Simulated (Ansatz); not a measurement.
# In2As2H: the cost of one run

Program: Ansatz 0.2.0. Level of theory: DFT PBE+D3(BJ), scalar-relativistic, plane waves, PAW. These are calculated values, not measurements.

The COD entry's cell or inner coordinates are ideal or old and differ from later refinements, so a difference from it is no clean test against experiment.

7 further runs of the same task are left out: 1 that didn't finish, 6 set aside as unsound or not needed. Runs told in other sessions of the task aren't counted.

**1. The system as given**

Symmetry: F-43m, No. 216, cubic system. The conventional cell has a = 6.112 Å, b = 6.112 Å, c = 6.112 Å, α = 90.00°, β = 90.00°, γ = 90.00°. Around In (site symmetry -43m) lie 4 As at 2.65 Å. As (site symmetry -43m) is surrounded by 4 In at 2.65 Å.

Structure file:

```cif
data_structure
_symmetry_space_group_name_H-M 'F-43m'
_symmetry_Int_Tables_number 216
_cell_length_a 6.1123
_cell_length_b 6.1123
_cell_length_c 6.1123
_cell_angle_alpha 90.000
_cell_angle_beta 90.000
_cell_angle_gamma 90.000
_cell_volume 228.36
loop_
_atom_site_label
_atom_site_type_symbol
_atom_site_symmetry_multiplicity
_atom_site_Wyckoff_symbol
_atom_site_fract_x
_atom_site_fract_y
_atom_site_fract_z
_atom_site_occupancy
In1 In 4 a 0.00000 0.00000 0.00000 1
As1 As 4 c 0.25000 0.25000 0.25000 1
```

This cell was relaxed beforehand with the same method: volume 28.55 Å³/atom, gap on the mesh none (metal).

**2. Plan of the scan**

Atoms count from 1 in the order of the input.

H is moved over the surface cell at a fixed height above a rigid substrate; the origin of the map has the adsorbate above In4; the height is held at 3.30 Å.

First coordinate, position of H5 along the first surface vector, from above In4: 9 values from 0.000 to 0.889, periodic. Second coordinate, position of H5 along the second surface vector, from above In4: 9 values from 0.000 to 0.889, periodic.

Nothing else is relaxed. Points are written as (first, second).

The two vectors of the plane (Å): (4.322, 0.000, 0.000); (-2.161, 3.743, 0.000).

**3. Point (6/9, 2/9) of the map's two axes**

A dipole layer in the vacuum cancels the field that periodic copies would set up if the slab's two faces differ.

Input file input.yaml:

```yaml
crystal:
  lattice:
    - [4.3220706691, 0.0, 0.0]
    - [-2.1610353346, 3.7430229964, 0.0]
    - [0.0, 0.0, 21.7386927198]
  atoms:
    - { symbol: As, position: [0.0, 0.0, 0.1840037049] }
    - { symbol: In, position: [0.3333333333, 0.6666666667, 0.2245875152] }
    - { symbol: As, position: [0.3333333333, 0.6666666667, 0.3557112058] }
    - { symbol: In, position: [0.6666666667, 0.3333333333, 0.3881876812] }
    - { symbol: H, position: [1.3333333333, 0.5555555556, 0.5399907378] }
basis:
  ecutwfc: 420
kpoints:
  mp_grid: { grid: [6, 6, 1] }
hamiltonian:
  xc: pbe
  pseudopotentials: { kind: paw, azcp: { folder: soft_1 } }
  dispersion: d3bj
scf:
  occupations: { method: gaussian, width: 0.1 }
output:
  forces: true
  eigenvalues: true
  write_density: true
  write_potential: true
  elf: true
  volumetric_format: npy
efield:
  axis: 3
  dipole_correction: true
  ramp_width: 0.04
```

On the command line:

```
ansatz run input.yaml --threads 1 --pin off --max-ram 3072MiB --backend cpu --events-out ev --progress --plain --runs-dir out
```

Q: Estimate wall time and peak memory on 1 thread of Intel Xeon Platinum 8375C at 2.90GHz (Ice Lake), shared host.

About 21 s, with a peak of 0.6 GiB.
